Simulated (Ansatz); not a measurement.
CaO: from Born charge to LO–TO splitting and polaron coupling

Theory: Ansatz 0.2.0, DFT PBEsol, scalar-relativistic, plane waves, PAW. Cutoff 420 eV, 8×8×8 k-points (Γ-centred), fixed occupations. No spin polarisation. Phonons by linear response, acoustic sum rule imposed.

The cell is fixed (symmetry leaves no force on the atoms) and stands under -0.1 GPa:
```cif
data_structure
_symmetry_space_group_name_H-M 'Pm-3m'
_symmetry_Int_Tables_number 221
_cell_length_a 2.8894
_cell_length_b 2.8894
_cell_length_c 2.8894
_cell_angle_alpha 90.000
_cell_angle_beta 90.000
_cell_angle_gamma 90.000
_cell_volume 24.12
loop_
_atom_site_label
_atom_site_type_symbol
_atom_site_symmetry_multiplicity
_atom_site_Wyckoff_symbol
_atom_site_fract_x
_atom_site_fract_y
_atom_site_fract_z
_atom_site_occupancy
Ca1 Ca 1 a 0.00000 0.00000 0.00000 1
O1 O 1 b 0.50000 0.50000 0.50000 1
```

The cell is the ideal cubic caesium chloride prototype; this isn't the usual structure of the compound.

Linear response gives ν_TO = 134.5 cm⁻¹, Born charges ±2.554 e (positive on Ca) and ε∞ = 4.577. The primitive cell holds 24.123 Å³, and the masses are 40.078 and 15.999 amu.

**Question.** Find ν_LO and the static dielectric constant.

**Answer.** The long-wave field adds a restoring force: ω_LO² − ω_TO² = Z*²e²/(ε_vac ε∞ μV). In these units ν_LO² − ν_TO² = 4.92064×10⁷ Z*²/(μ V ε∞) cm⁻², with μ = m₁m₂/(m₁ + m₂) = 11.434 amu: 254223 cm⁻². So ν_LO = √(134.5² + 254223) = 521.8 cm⁻¹, and the run gives 521.8. Lyddane–Sachs–Teller then gives ε0 = ε∞ (ν_LO/ν_TO)² = 68.88, against 68.88 in the run (it forms both from the same three quantities, so the match checks the arithmetic only). Between ν_TO and ν_LO the dielectric function is negative and an undamped crystal reflects fully: a reststrahlen band from 19.2 to 74.3 μm.

**Question.** What do the Clausius–Mossotti polarisability and the Szigeti charge come to?

**Answer.** With the Lorentz local field, α = (3V/4π)(ε∞ − 1)/(ε∞ + 2) = 3.13 Å³ for the pair, and e_S = 3Z*/(ε∞ + 2) = 1.16 e. The Born charge includes the electrons' response to the dipole's own local field, and e_S takes that enhancement out. The Lorentz field assumes point-like polarisable ions, a poor picture once ε∞ is this large, since the electron clouds then overlap or are shared, so both numbers are formal here.

**Question.** How strongly does a slow electron couple to the LO mode?

**Answer.** For one isotropic parabolic band, Fröhlich's constant is α_F = (1/ε∞ − 1/ε0) √(m* Ry/ħω_LO), with Ry = 13.606 eV, ħω_LO = 64.7 meV and m* in free-electron masses: α_F = 0.2040 × 14.50 × √m* = 2.96 √m*. The band mass isn't part of this run; for m* = 0.1, 0.3 and 1 it gives 0.94, 1.62, 2.96. In weak coupling the polaron lies α_F ħω_LO below the band edge (105 meV at m* = 0.3) with a mass m*(1 + α_F/6); past α_F of about 5 or 6 that expansion fails. A semilocal functional's ε∞ tends to be too large, which taken alone lowers α_F.

Cost: 1 run of about 0.25 core-minutes, on Arm Neoverse V2 (shared hosts).